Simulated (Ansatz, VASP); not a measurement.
**BN: VASP beside Ansatz**

```
B N
1.0
    -0.13593    1.78068    1.81239
     1.81239   -0.13593    1.81239
     1.67646    1.64475    0.00000
B N
1 1
Direct
  0.00000 0.00000 0.00000
  0.75000 0.75000 0.75000
```

Change from the starting cell: engineering shear strain xz -0.1500, normal strain along z -0.0175.

Alike in both runs: task single point; functional PBE; k mesh 12 × 12 × 12; occupations gaussian, width 0.05 eV; no spin polarisation.

```csv
,VASP,Ansatz
version,VASP 6.6.1,Ansatz 0.2.0
potentials or method,"VASP PAW PBE potentials, release 64 (B, N)","scalar-relativistic, plane waves, PAW"
plane-wave cutoff (eV),520,520
valence electrons in the cell,8,8
```

|  | VASP | Ansatz | Ansatz less VASP |
| --- | --- | --- | --- |
| gap on the k mesh at the Fermi level (eV) | 3.03 | 3.04 | +0.010 |
| least direct gap on the mesh (eV) | 6.16 | 6.16 | -0.002 |
| pressure (GPa) | 18.0 | 17.7 | -0.28 |
| largest component of the traceless stress (GPa) | 73.08 | 72.67 | -0.406 |
| rms of the force components (eV/Å) | 0.237 | 0.225 | -0.0128 |

Atom by atom the forces differ by 0.013 eV/Å (rms over components).

Caveats: so large a pressure means that the cell lies far from this level's equilibrium, or that cutoff or potentials fall short (VASP). A k mesh can miss the band edges.
